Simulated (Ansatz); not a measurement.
MnO2:

```
Mn O
1.0
     2.85496    0.00000    0.00000
    -1.42748    2.47246    0.00000
     0.00000    0.00000   10.22174
Mn O
2 4
Direct
  0.00000 0.00000 0.50000
  0.00000 0.00000 0.00000
  0.66667 0.33333 0.40686
  0.66667 0.33333 0.09314
  0.33333 0.66667 0.59314
  0.33333 0.66667 0.90686
```

Measurements of this composition are mostly on another form, of space group No. 136.

Base run:

```yaml
Program: Ansatz 0.2.0
Functional: PBEsol
Potentials_or_basis: Ansatz PAW
Cutoff: "420 eV (not typed: the program's choice for these potentials)"
k_mesh: 11 × 11 × 3
Occupations: fermi-dirac, width 0.05 eV
Spin: collinear spin, ferrimagnetic start
Starting_moments: "[4.0, -2.0, 0.0, 0.0, 0.0, 0.0] μB"
```

Its results: band gap on the k mesh 0.90 eV, indirect (least direct gap 0.94 eV); pressure -2.3 GPa; largest force 0.190 eV/Å.

Task: After a change of settings the same cell gave: band gap on the k mesh none (metal or under the smearing width); pressure -11.3 GPa; largest force 0.549 eV/Å. Which change was it?
A. spin from collinear spin, ferrimagnetic start to collinear spin, ferromagnetic start; moments at the start from [4.0, -2.0, 0.0, 0.0, 0.0, 0.0] to [5.5, 5.5, 0.0, 0.0, 0.0, 0.0]
B. spin from collinear spin, ferrimagnetic start to collinear spin, random start; moments at the start from [4.0, -2.0, 0.0, 0.0, 0.0, 0.0] to [-2.09, 4.04, 0.0, 0.0, 0.0, 0.0]
C. spin from collinear spin, ferrimagnetic start to no spin polarisation
D. spin from collinear spin, ferrimagnetic start to collinear spin, ferromagnetic start; moments at the start from [4.0, -2.0, 0.0, 0.0, 0.0, 0.0] to [4.0, 4.0, 0.0, 0.0, 0.0, 0.0]

Result: C.

Caveats: the PAW data sets come from PBE, with cores solved anew for the run's functional, which leaves a small shift of forces and pressure; odd divisions of the mesh miss points on the zone boundary, where band edges often lie, so the gap on the mesh can be too wide (some runs); semilocal functionals often make such compounds metallic where correlation or magnetic order opens a gap, which also shifts bond lengths (some runs).
